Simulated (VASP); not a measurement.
Write the native input for VASP 6.6.1 that does the following.

```
Task                   : relaxation of shape and atoms at fixed volume
Functional             : PBE
Potentials or basis    : VASP PAW PBE potentials, release 64 (Al, N)
Cutoff                 : 520 eV
k mesh                 : 6 × 6 × 2
Occupations            : gaussian, width 0.02 eV
Spin                   : no spin polarisation
Further INCAR settings : ALGO = Fast; EDIFF = 1e-07; IBRION = 2; EDIFFG = -0.002; NSW = 80; ISIF = 4
```

The structure of AlN lies in POSCAR:

```
AlN                                     
1.0
    3.1593577869      0.0000000000      0.0000000000
   -1.5796788935      2.7360841011      0.0000000000
    0.0000000000      0.0000000000      5.0659804493
  Al              N             
     2     2
Direct
     0.3333333300000021    0.6666666699999979    0.9992493515525211
     0.6666666699999979    0.3333333300000021    0.4992493515525211
     0.3333333300000021    0.6666666699999979    0.3807506484474814
     0.6666666699999979    0.3333333300000021    0.8807506484474814
```

The cell isn't the ideal one: a relaxed cell with its volume scaled by 1.03.

These files were run (other wordings do the same):

INCAR

```
SYSTEM = AlN
PREC = Accurate
ENCUT = 520
EDIFF = 1E-7
ISMEAR = 0
SIGMA = 0.02
LREAL = .FALSE.
LASPH = .TRUE.
NELM = 100
ALGO = Fast
ISIF = 4
LWAVE = .FALSE.
LCHARG = .FALSE.
GGA = PE
IBRION = 2
NSW = 80
EDIFFG = -0.002
```

KPOINTS

```
regular mesh
0
G
  6 6 2
  0 0 0
```

Potentials or basis: VASP PAW PBE potentials, release 64 (Al, N).

Run with:

```bash
$ cat potpaw_PBE.64/Al/POTCAR potpaw_PBE.64/N/POTCAR > POTCAR
$ mpirun -np 1 vasp_std > vasp.out
```

It gave:

```
Energy gained by relaxing : 0.0 meV/atom
Ionic steps               : 5
Pressure after relaxing   : -5.4 GPa
Band gap on the k mesh    : 3.81 eV, direct
```

Caveat: the k mesh is coarse (spacing up to 0.62 Å⁻¹), so the values aren't converged.

Run time: 20 s on 1 thread of Intel(R) Xeon(R) Platinum 8259CL CPU @ 2.50GHz (Skylake/Cascade Lake), with other jobs on the host, peak memory 0.15 GiB.
